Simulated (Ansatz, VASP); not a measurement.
SnTe: VASP beside Ansatz

File INCAR:

```
SYSTEM = SnTe
  PREC = Accurate
  ENCUT = 520
  EDIFF = 1E-8
  ISMEAR = -1
  SIGMA = 0.08
  LREAL = .FALSE.
  LASPH = .TRUE.
  NELM = 80
  ALGO = Normal
  ISIF = 2
  LWAVE = .FALSE.
  LCHARG = .FALSE.
  GGA = PE
  LEFG = .TRUE.
  NBANDS = 17
```

KPOINTS

```
regular mesh
0
G
  11 11 11
  0 0 0
```

Contents of POSCAR:

```
SnTe
1.0
    0.0000000000      3.1138393650      3.1138393650
    3.1138393650      0.0000000000      3.1138393650
    3.1138393650      3.1138393650      0.0000000000
Sn Te
1 1
Direct
    0.0000000000      0.0000000000      0.0000000000
    0.5000000000      0.5000000000      0.5000000000
```

Input for Ansatz:

```yaml
crystal:
  lattice:
    - [0.0, 3.113839365, 3.113839365]
    - [3.113839365, 0.0, 3.113839365]
    - [3.113839365, 3.113839365, 0.0]
  atoms:
    - { symbol: Sn, position: [0.0, 0.0, 0.0] }
    - { symbol: Te, position: [0.5, 0.5, 0.5] }
kpoints:
  mp_grid: { grid: [11, 11, 11] }
scf:
  occupations: { method: fermi_dirac, width: 0.08 }
hamiltonian:
  xc: pbe
  pseudopotentials: { kind: paw }
output:
  forces: true
  stress: true
  eigenvalues: true
  efg: { contact_densities: true }
```

Change from the starting cell: volume scaled by 0.96, PAW files.

Alike in both runs: task electric field gradients; functional PBE; k mesh 11 × 11 × 11; occupations fermi-dirac, width 0.08 eV; no spin polarisation.

|  | VASP | Ansatz |
| --- | --- | --- |
| version | VASP 6.6.1 | Ansatz 0.2.0 |
| potentials or method | VASP PAW PBE potentials, release 64 (Sn_d, Te) | PAW with Ansatz's default frozen-core files, scalar-relativistic |
| plane-wave cutoff (eV) | 520 | 420 |
| valence electrons in the cell | 20 | 30 |

```tsv
	VASP	Ansatz	Ansatz less VASP
pressure (GPa)	4.2	4.2	+0.02
Vzz of the field gradient on the site that differs most (V/Å²)	0.0	0.0	0.00
```

With one functional, cell and mesh, what is left measures potentials, basis and numerics. The two sets of potentials don't hold the same shells in valence. Ansatz warned: «gradients_without_spin_orbit».

Spin-orbit coupling is left out, which matters for the levels of Te.
